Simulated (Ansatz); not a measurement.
# SiC (Moissanite) (P6_3mc) in Ansatz: reference runs

How does SiC (Moissanite) come out in PBE? The cell is run as given and disturbed.

Program: Ansatz 0.2.0. These are calculated values, not measurements. Logs are shortened: lines on timing, memory, paths and dates and some standing lists are left out, and cuts for length are marked.

## 1. The crystal as given

Symmetry: P6_3mc, No. 186, hexagonal system. The conventional cell has a = 3.076 Å, b = 3.076 Å, c = 5.048 Å, α = 90.00°, β = 90.00°, γ = 120.00°. Around Si (site symmetry 3m) lie 4 C at 1.87 to 1.94 Å. C (site symmetry 3m) has 4 Si at 1.87 to 1.94 Å as nearest neighbours.

## 2. Single point, PBE

File input.yaml:

```yaml
crystal:
  lattice:
    - [3.076, 0.0, 0.0]
    - [-1.538, 2.663894142, 0.0]
    - [0.0, 0.0, 5.048]
  atoms:
    - { symbol: Si, position: [0.6666666667, 0.3333333333, 0.5] }
    - { symbol: Si, position: [0.3333333333, 0.6666666667, 0.0] }
    - { symbol: C, position: [0.6666666667, 0.3333333333, 0.885] }
    - { symbol: C, position: [0.3333333333, 0.6666666667, 0.385] }
hamiltonian:
  xc: pbe
  pseudopotentials: { kind: paw }
kpoints:
  mp_grid: { grid: [10, 10, 5] }
scf:
  occupations: { method: fermi_dirac, width: 0.05 }
output:
  forces: true
  stress: true
  eigenvalues: true
  write_density: true
  write_potential: true
  elf: true
  volumetric_format: npy
```

Potentials or basis: Ansatz PAW.

Started as:

```bash
$ ansatz run input.yaml --threads 2 --pin off --max-ram 5120MiB --backend cpu --events-out ev --progress --plain --runs-dir out
```

Output:

```text
Warning: RAYON_NUM_THREADS=2 ignored (pool sized by the plan → 2); use --threads N
Engine: ansatz 0.2.0, aarch64-unknown-linux-gnu
Pseudopotentials: kind: paw
Pseudopotential: Si, paw, valence charge 4, recommended cutoff 420 eV (normal), Si.paw.azcp
Pseudopotential: C, paw, valence charge 4, recommended cutoff 420 eV (normal), C.paw.azcp
Functional definition: PBE
  parameter kappa = 0.804
  parameter beta = 0.06672455060314922
  exchange = pbe_x(kappa = kappa, mu = beta*pi^2/3)
  correlation = pbe_c(beta = beta)
Crystal: 4 atoms, lattice volume = 41.364 Å³
Basis set: ecut = 420 eV, 785 PW (Γ), exchange–correlation on 48×48×72 points (8 copies of the dense FFT grid, shifted against one another)
Bands: 12, of which v1, the nominal top of the filled ones, is band 8 counted from 1 (7 counted from 0)
Symmetry: 12 space group operations
Space group: P63mc (ITA 186), of the structure as read, at distance tolerance 3.5e-5 Å
k-points: 42 of 500 (time reversal used)
Non-local potential: Si, projectors of the file, l = 0: 2, l = 1: 2, l = 2: 2
Non-local potential: C, projectors of the file, l = 0: 2, l = 1: 2, l = 2: 1
PAW form: soft (Blöchl's): semilocal exchange-correlation on the pseudo side does not see the compensation charge
PAW one-centre angular grid: Si, 110 points (default); XC on 64 Gauss nodes
PAW one-centre angular grid: C, 110 points (default); XC on 64 Gauss nodes
Initial density: superposition of atomic densities (neutral atoms: chi_scale 0, normalization atom), corrected by the library's trained network
Initial wavefunctions: pseudopotential atomic-orbital guess
Functional: x = pbe(κ = 0.804, μ = 0.2195149727645171), c = pbe(β = 0.06672455060314922)
SCF iter   1: F=—  HF=-1774.265894 eV  |F-HF|=—  |Δ(HF+E_count)|=         —  Δρ=2.43e-3  dr2=2.60e-3  ethr=1.77e-3  ⟨swp⟩=5.2  Hψ=3297  notcnv=0
preconditioner: auto → none  [insulator: Δε(μ)=2.456 eV  Ē_g=11.910 eV  σ=0.050 eV  W_gap=1.00  n_scr=2 (ndim 8)  ℏωp=23.1 eV  f_vac=0.000  D(μ)=0.00/eV (n_scr^D=0)  ε∞_Penn≈4.8]
SCF iter   2: F=—  HF=-1774.265842 eV  |F-HF|=—  |Δ(HF+E_count)|=   5.19e-5  Δρ=8.79e-4  dr2=1.89e-4  ethr=1.63e-5  ⟨swp⟩=2.2  Hψ=1185  notcnv=0
SCF iter   3: F=—  HF=-1774.265872 eV  |F-HF|=—  |Δ(HF+E_count)|=   3.06e-5  Δρ=3.81e-4  dr2=2.48e-5  ethr=1.18e-6  ⟨swp⟩=2.0  Hψ=766  notcnv=0
SCF iter   4: F=—  HF=-1774.265904 eV  |F-HF|=—  |Δ(HF+E_count)|=   3.22e-5  Δρ=6.65e-5  dr2=8.71e-7  ethr=1.55e-7  ⟨swp⟩=2.5  Hψ=832  notcnv=0
iter 5 did not close the SCF: its close was put off for the readings that it lacked (scf_convergence_deferred on its scf_iter line)
SCF iter   5: F=-1774.265906 eV  HF=-1774.265906 eV  |F-HF|=1.50e-8  |Δ(HF+E_count)|=   1.40e-6  Δρ=6.54e-6  dr2=7.95e-9  ethr=5.44e-9  ⟨swp⟩=2.1  Hψ=840  notcnv=0
SCF iter   6: F=-1774.265906 eV  HF=-1774.265906 eV  |F-HF|=1.86e-10  |Δ(HF+E_count)|=   1.69e-8  Δρ=7.70e-7  dr2=1.43e-10  ethr=4.97e-11  ⟨swp⟩=5.2  Hψ=2771  notcnv=0
SCF 1 converged in 6 iterations: F = -1774.265906 eV  dr2 = 1.43e-10
SCF converged after 6 iterations
Free energy (F): -1774.265906 eV
Harris-Foulkes:  -1774.265906 eV  (|F-HF|=1.86e-10)
Internal energy: -1774.265906 eV  (E = F + TS)
E sigma→0 (E₀):  -1774.265906 eV
Fermi energy:    10.988764 eV
--- Per-component energies (eV) ---
  E_band       = 57.482844
  E_kinetic    = 271.760176
  E_local      = -211.046602  (includes V_loc(G=0)·N_el)
  E_nonlocal   = 103.696119
  E_hartree    = 65.203985
  E_xc         = -211.132376
  E_vxc        = -218.904559  (∫ρ·V_xc dr)
  E_paw        = -1224.176351  (= ΣΔE_a)
  E_vpaw       = -18.430212  (= ΣTr[D̂ρ^β])
  E_aug_tail   = 0.000028  (compensation charges beyond the density's cutoff)
  E_ewald      = -568.570884
  E_smearing   = -0.000000  (= −TS)
  E_closure    = 0.000000  (closes the sum)
  Σ components = -1774.265906   (vs F -1774.265906, Δ=0.00e0)
--- Forces (eV/Å), atoms counted from 1 ---
  atom   1  Si     0.00000000     0.00000000     0.75270678
  atom   2  Si     0.00000000    -0.00000000     0.75270678
  atom   3  C      0.00000000     0.00000000    -0.75270972
  atom   4  C      0.00000000    -0.00000000    -0.75270972
  max |Σ_I F_I| component: 5.88e-6 eV/Å
--- Stress (GPa, compression-positive) ---
        5.317509       0.000000       0.000000
        0.000000       5.317509       0.000000
        0.000000       0.000000       0.452550
  P = ⅓ Tr σ = 3.6959 GPa (36.959 kbar)
--- Band table (eV; the first three rows and the last of 42) ---
  k-point 0: bands = ["-5.9423", "-2.4406", "1.0909", "8.2269", "8.2269", "9.5068", "9.5068", "9.7837", "14.4014", "15.7942", "16.2903", "16.2903"]
  k-point 1: bands = ["-5.7479", "-3.1369", "2.1086", "8.3331", "8.3331", "8.7099", "9.3658", "9.3658", "14.5815", "16.3594", "16.3594", "16.5978"]
  k-point 2: bands = ["-5.1739", "-4.2583", "4.1649", "6.5153", "8.6249", "8.6249", "9.0178", "9.0178", "15.1087", "15.9266", "16.6738", "16.6738"]
  k-point 41: bands = ["-1.4633", "-1.1196", "1.8393", "2.1535", "3.7837", "4.5579", "7.5526", "7.9965", "14.5197", "14.6420", "15.4446", "16.6658"]
```

Wall time 1.3 s (2 threads of Arm Neoverse V2, shared host); peak memory 0.31 GiB.

Results:

| Property | Result |
| --- | --- |
| Free energy | -1774.2659 eV |
| Pressure | 3.7 GPa |
| Largest force | 0.753 eV/Å |
| Band gap on the k mesh | 2.48 eV, indirect (least direct gap 4.08 eV) |

Forces in eV/Å, atoms in the order of the input:
```
Si   0.000  0.000  0.753
Si   0.000  0.000  0.753
C    0.000  0.000 -0.753
C    0.000  0.000 -0.753
```

Caveat: odd divisions of the mesh miss points on the zone boundary, where band edges often lie, so the gap on the mesh can be too wide. A k mesh can miss the band edges.

## 3. Single point, PBE (atoms moved at random, drawn with an rms of 0.05 Å)

File input.yaml:

```yaml
crystal:
  lattice:
    - [3.076, 0.0, 0.0]
    - [-1.538, 2.663894142, 0.0]
    - [0.0, 0.0, 5.048]
  atoms:
    - { symbol: Si, position: [0.661762, 0.324002, 0.508236] }
    - { symbol: Si, position: [0.334398, 0.660629, 0.001333] }
    - { symbol: C, position: [0.686825, 0.339242, 0.887467] }
    - { symbol: C, position: [0.342142, 0.669094, 0.380023] }
hamiltonian:
  xc: pbe
  pseudopotentials: { kind: paw }
kpoints:
  mp_grid: { grid: [10, 10, 5] }
scf:
  occupations: { method: fermi_dirac, width: 0.05 }
output:
  forces: true
  stress: true
  eigenvalues: true
```

Potentials or basis: Ansatz PAW.

Started as:

```bash
$ ansatz run input.yaml --threads 2 --pin off --max-ram 5120MiB --backend cpu --events-out ev --progress --plain --runs-dir out
```

Output:

```text
Warning: RAYON_NUM_THREADS=2 ignored (pool sized by the plan → 2); use --threads N
[... 9 set-up lines as earlier in the session ...]
Crystal: 4 atoms, lattice volume = 41.364 Å³
Basis set: ecut = 420 eV, 785 PW (Γ), exchange–correlation on 48×48×72 points (8 copies of the dense FFT grid, shifted against one another)
Bands: 12, of which v1, the nominal top of the filled ones, is band 8 counted from 1 (7 counted from 0)
Symmetry: 1 space group operations
Space group: P1 (ITA 1), of the structure as read, at distance tolerance 3.5e-5 Å
k-points: 252 of 500 (time reversal used)
[... 2 set-up lines as earlier in the session ...]
[... 26 lines left out ...]
  E_hartree    = 65.108745
  E_xc         = -211.117288
  E_vxc        = -218.884000  (∫ρ·V_xc dr)
  E_paw        = -1224.173332  (= ΣΔE_a)
  E_vpaw       = -18.425055  (= ΣTr[D̂ρ^β])
  E_aug_tail   = 0.000027  (compensation charges beyond the density's cutoff)
  E_ewald      = -568.656385
  E_smearing   = -0.000000  (= −TS)
  E_closure    = -0.000000  (closes the sum)
  Σ components = -1774.230885   (vs F -1774.230885, Δ=0.00e0)
--- Forces (eV/Å), atoms counted from 1 ---
  atom   1  Si     0.49205736     0.62998510    -0.32608978
  atom   2  Si     0.86638179     0.67027181     0.94590096
  atom   3  C     -0.97534152    -0.72017086    -0.89150325
  atom   4  C     -0.38308209    -0.58007442     0.27168959
  max |Σ_I F_I| component: 1.55e-5 eV/Å
--- Stress (GPa, compression-positive) ---
        4.917503       1.151788       1.538948
        1.151787       4.222503       1.485519
        1.538948       1.485521       2.195296
  P = ⅓ Tr σ = 3.7784 GPa (37.784 kbar)
--- Band table (eV; the first three rows and the last of 252) ---
  k-point 0: bands = ["-5.9472", "-2.3896", "0.9860", "8.1467", "8.3240", "9.5205", "9.6121", "9.7587", "14.4003", "15.7953", "16.2733", "16.2978"]
  k-point 1: bands = ["-5.7538", "-3.1052", "2.0209", "8.2282", "8.4284", "8.5734", "9.4528", "9.5684", "14.5802", "16.3402", "16.3420", "16.5632"]
  k-point 2: bands = ["-5.1903", "-4.2281", "4.0782", "6.4118", "8.4392", "8.7167", "9.1086", "9.3040", "15.0979", "15.9497", "16.5694", "16.6847"]
  k-point 251: bands = ["-2.0816", "-1.4427", "1.1455", "1.7614", "6.5944", "6.8644", "7.4726", "7.7568", "12.6341", "13.0391", "15.1066", "15.2707"]
```

Wall time 5.1 s (2 threads of Arm Neoverse V2, shared host); peak memory 0.42 GiB.

Results:

```yaml
Free_energy: -1774.2309 eV
Pressure: 3.8 GPa
Largest_force: 1.505 eV/Å
Band_gap_on_the_k_mesh: 2.35 eV, indirect (least direct gap 3.96 eV)
```

Forces in eV/Å, atoms in the order of the input:
```
Si   0.492  0.630 -0.326
Si   0.866  0.670  0.946
C   -0.975 -0.720 -0.892
C   -0.383 -0.580  0.272
```

Levels at points of the mesh, in eV from the valence-band top:
| k point | band 6 | band 7 | band 8 | band 9 | band 10 | band 11 |
| --- | --- | --- | --- | --- | --- | --- |
| (0.00, 0.00, 0.00) | -0.24 | -0.15 | 0.00 | 4.64 | 6.04 | 6.51 |
| (0.00, -0.50, 0.00) | -3.51 | -3.34 | -1.34 | 2.63 | 4.10 | 6.73 |
| (-0.50, 0.00, 0.00) | -3.46 | -3.41 | -1.35 | 2.63 | 4.24 | 6.79 |
| (-0.50, -0.50, 0.00) | -3.50 | -3.31 | -1.36 | 2.62 | 4.05 | 6.70 |

Caveat: odd divisions of the mesh miss points on the zone boundary, where band edges often lie, so the gap on the mesh can be too wide. A k mesh can miss the band edges.
